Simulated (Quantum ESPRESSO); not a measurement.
Set up this calculation in Quantum ESPRESSO 7.5, as the native input.

```
Task                : relaxation of the atoms
Functional          : PBEsol
Potentials or basis : PseudoDojo 0.4.1 SR PBEsol standard
Cutoff              : 1361 eV
Density cutoff      : 5442 eV
k mesh              : 8 × 8 × 8
Occupations         : gaussian, width 0.01 eV
Spin                : no spin polarisation
Mixing beta         : 0.5
Most SCF iterations : 120
SCF threshold       : 4e-10 Ry
Most ionic steps    : 40
Forc conv thr       : 0.0001 Ry/bohr
Etot conv thr       : 1e-05 Ry
Tstress             : yes
Ion dynamics        : bfgs
```

GaP:

```
CELL_PARAMETERS angstrom
0.00000 2.74705 2.71985
2.71985 0.00000 2.71985
2.71985 2.74705 0.00000
ATOMIC_POSITIONS crystal
Ga 0.00000 0.00000 0.00000
P 0.25000 0.25000 0.25000
```

The cell was built by a generator and isn't the measured one.

The input as run:

pw.in

```
&CONTROL
  calculation = 'relax'
  prefix = 'pwscf'
  outdir = './tmp'
  pseudo_dir = './pseudo'
  tprnfor = .true.
  tstress = .true.
  disk_io = 'low'
  nstep = 40
  forc_conv_thr = 0.0001
  etot_conv_thr = 1d-05
/
&SYSTEM
  ibrav = 0
  nat = 2
  ntyp = 2
  ecutwfc = 100
  nbnd = 15
  occupations = 'smearing'
  smearing = 'gaussian'
  degauss = 0.00073499
/
&ELECTRONS
  conv_thr = 4d-10
  electron_maxstep = 120
  mixing_beta = 0.5
/
&IONS
  ion_dynamics = 'bfgs'
/
ATOMIC_SPECIES
Ga    69.7230 Ga.upf
P     30.9738 P.upf
CELL_PARAMETERS angstrom
   0.0000000000    2.7470485000    2.7198500000
   2.7198500000    0.0000000000    2.7198500000
   2.7198500000    2.7470485000    0.0000000000
ATOMIC_POSITIONS crystal
Ga     0.0000000000    0.0000000000    0.0000000000
P      0.2500000000    0.2500000000    0.2500000000
K_POINTS automatic
8 8 8 0 0 0
```

Potentials or basis: PseudoDojo 0.4.1 SR PBEsol standard.

The run is started by

```bash
$ OMP_NUM_THREADS=1 pw.x -in pw.in > pw.out
```

It gave:

```json
{
 "Pressure after relaxing": "-0.8 GPa",
 "Band gap on the k mesh": "1.48 eV, indirect (least direct gap 1.68 eV)"
}
```

Caveat: the relaxation stopped at its first step, so nothing moved.

Run time: 56 s on 1 thread of Intel(R) Xeon(R) Platinum 8375C CPU @ 2.90GHz (Ice Lake), on a shared host, peak memory 0.13 GiB.
